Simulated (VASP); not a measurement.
A VASP 6.6.1 single-point calculation on SiC₃

INCAR

```
GGA = PE
LCHARG = .FALSE.
ENCUT = 520
LREAL = .FALSE.
LASPH = .TRUE.
NBANDS = 16
NSW = 0
LWAVE = .FALSE.
NELM = 120
SIGMA = 0.2
IBRION = -1
ISIF = 2
ISMEAR = -5
PREC = Accurate
EDIFF = 1E-7
```

KPOINTS

```
KPOINTS created by Atomic Simulation Environment
0
Monkhorst-Pack
10 10 10
0 0 0
```

POSCAR

```
C  Si
 1.0000000000000000
     1.4387886198946001    0.8306849970031174    4.6550861549000002
    -1.4387886198946001    0.8306849970031174    4.6550861549000002
     0.0000000000000000   -1.6613699940062354    4.6550861549000002
 C   Si
   3   1
Cartesian
  1.4387886198945998  0.8306849970031169  4.7664882233418338
 -0.0000000000000000 -0.0000000000000003  6.8365847026714519
  0.0000000000000001 -0.0000000000000003  5.2972643265726633
 -0.0000000000000001 -0.0000000000000005 12.1939512141425208
```

The recommended PBE PAW datasets give the neutral cell 16 valence electrons.

Command

```
mpirun -np 1 vasp_std
```

Problem. Predict the outcome of this run.

Solution. It converged. Results: gap between bands v and c on the k mesh 1.76 eV; least direct gap on the k mesh 3.22 eV; pressure -3.6 GPa; largest force 0.27 eV/Å. Band v is the last that the valence electrons fill when counted band by band, and c is the next.

OSZICAR

```
N       E                     dE             d eps       ncg     rms          rms(c)
DAV:   1     0.215124061762E+02    0.21512E+02   -0.74677E+03  3528   0.922E+02
DAV:   2    -0.312639048602E+02   -0.52776E+02   -0.47830E+02  4960   0.161E+02
DAV:   3    -0.333758986493E+02   -0.21120E+01   -0.21018E+01  4392   0.293E+01
DAV:   4    -0.333887025344E+02   -0.12804E-01   -0.12801E-01  4504   0.278E+00
DAV:   5    -0.333888189887E+02   -0.11645E-03   -0.11645E-03  4352   0.247E-01    0.106E+01
DAV:   6    -0.311815392965E+02    0.22073E+01   -0.30213E+00  4504   0.142E+01    0.489E+00
DAV:   7    -0.310392641378E+02    0.14228E+00   -0.10494E+00  4768   0.693E+00    0.252E+00
DAV:   8    -0.310167383881E+02    0.22526E-01   -0.82758E-02  4488   0.211E+00    0.487E-01
DAV:   9    -0.310145203602E+02    0.22180E-02   -0.15933E-02  4552   0.107E+00    0.159E-01
DAV:  10    -0.310148270295E+02   -0.30667E-03   -0.20134E-03  4584   0.312E-01    0.586E-02
DAV:  11    -0.310148722753E+02   -0.45246E-04   -0.10335E-04  4720   0.806E-02    0.255E-02
DAV:  12    -0.310148894225E+02   -0.17147E-04   -0.28809E-05  4744   0.443E-02    0.830E-03
DAV:  13    -0.310148900327E+02   -0.61019E-06   -0.21425E-06  4600   0.103E-02    0.491E-03
DAV:  14    -0.310148901510E+02   -0.11829E-06   -0.14666E-07  4104   0.386E-03    0.238E-03
DAV:  15    -0.310148902417E+02   -0.90713E-07   -0.18124E-07  3072   0.314E-03
   1 F= -.31014890E+02 E0= -.31014890E+02  d E =0.000000E+00
```

The shifted mesh misses Γ, so a band edge there is missed.

For comparison, a separate PBE run of the intended cell, on usual settings and not on those above, gives a gap of 1.76 eV on its mesh and a pressure of -3.6 GPa.
